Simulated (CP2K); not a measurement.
W2C:

```
W C
1.0
     3.07005    0.00000    0.00000
    -1.53502    2.65874    0.00000
     0.00000    0.00000    4.67843
W C
2 1
Direct
  0.66667 0.33333 0.25367
  0.33333 0.66667 0.74633
  0.00000 0.00000 0.00000
```

The cell comes from a database or a generator and needn't be the stable form of this composition.

Base run:

| Property | Result |
| --- | --- |
| Program | CP2K 2026.2 |
| Functional | vdW-DF2 |
| Potentials or basis | POTENTIAL_UZH W GTH-PBE-q14, C GTH-PBE-q4; TZVP-MOLOPT-PBE-GTH basis |
| Density cutoff | 9184 eV |
| k mesh | 10 × 10 × 6 |
| Occupations | fermi-dirac, width 0.05 eV |
| Spin | no spin polarisation |

Its results: band gap on the k mesh none (metal or under the smearing width); pressure 13.3 GPa; largest force 0.569 eV/Å.

**Question.** The run is repeated on the same cell with these changes: functional from vdW-DF2 to WC. What comes out?

**Answer.** Band gap on the k mesh none (metal or under the smearing width); pressure -8.8 GPa; largest force 0.057 eV/Å.

Caveats: the potentials were made for another functional, which shifts forces and pressure; the basis of atomic orbitals isn't converged, which shifts pressures, moduli and gaps.
